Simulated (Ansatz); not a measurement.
**Nb: stress in a strained cell**

Aim: deform Nb (equal xy, yz and zx engineering shear strains of -3 %) and compute stress, forces and field gradients with LAPW, PAW and all-electron datasets made for the crystal.

The COD entry's cell or inner coordinates are ideal or old and differ from later refinements, so a difference from it is no clean test against experiment.

Computed with Ansatz 0.2.0 (DFT PBE, scalar-relativistic, unless a step's input says otherwise).

## (1) The structure to begin with

Symmetry: Im-3m, No. 229, cubic system. The conventional cell has a = 3.328 Å, b = 3.328 Å, c = 3.328 Å, α = 90.00°, β = 90.00°, γ = 90.00°. Nb (site symmetry m-3m) has 8 Nb at 2.88 Å as nearest neighbours.

Structure file:

```
CELL_PARAMETERS angstrom
-1.66395 1.66395 1.66395
1.66395 -1.66395 1.66395
1.66395 1.66395 -1.66395
ATOMIC_POSITIONS crystal
Nb 0.00000 0.00000 0.00000
```

## (2) After the deformation

Space group Im-3m before, R-3m after.

## (3) Full-potential LAPW

Contents of input.yaml:

```yaml
crystal:
  lattice:
    - [-1.7138685, 1.66395, 1.66395]
    - [1.66395, -1.7138685, 1.66395]
    - [1.66395, 1.66395, -1.7138685]
  atoms:
    - { symbol: Nb, position: [0.0, 0.0, 0.0] }
kpoints:
  mp_grid: { grid: [15, 15, 15] }
scf:
  occupations: { method: fermi_dirac, width: 0.03 }
hamiltonian:
  xc: pbe
  pseudopotentials: { kind: all_electron, lapw: { basis_error: 0.001 } }
output:
  forces: true
  stress: true
  eigenvalues: true
```

Launch:

```sh
> ansatz run input.yaml --threads 1 --pin off --max-ram 2048MiB --backend cpu --events-out ev --progress --plain --runs-dir out
```

## (4) PAW with frozen cores

Changes to input.yaml since step 3:

```diff
@@ -13,3 +13,3 @@
   xc: pbe
-  pseudopotentials: { kind: all_electron, lapw: { basis_error: 0.001 } }
+  pseudopotentials: { kind: paw }
 output:
@@ -18 +18,2 @@
   eigenvalues: true
+  efg: { contact_densities: true }
```

## (5) All-electron PAW on datasets made for the crystal

Changes to input.yaml since step 4:

```diff
@@ -13,3 +13,3 @@
   xc: pbe
-  pseudopotentials: { kind: paw }
+  pseudopotentials: { kind: all_electron, datasets: crystal }
 output:
```

(Steps that only read results are left out.)

What does the calculation give? Wanted: pressure; largest shear or deviatoric stress.

As calculated:

```
                                 quantity                                              value
                                 pressure  LAPW -2.29, PAW -2.29, crystal datasets -2.29 GPa
largest shear or deviatoric stress (LAPW)                                           0.35 GPa
```

The largest part of the stress beyond the pressure is 0.35 GPa in size. No run of the undeformed cell stands beside it, so the pressure holds what the given cell had before the change. PAW: stress within 0.01 GPa of LAPW. Crystal datasets: stress within 0.01 GPa of LAPW.
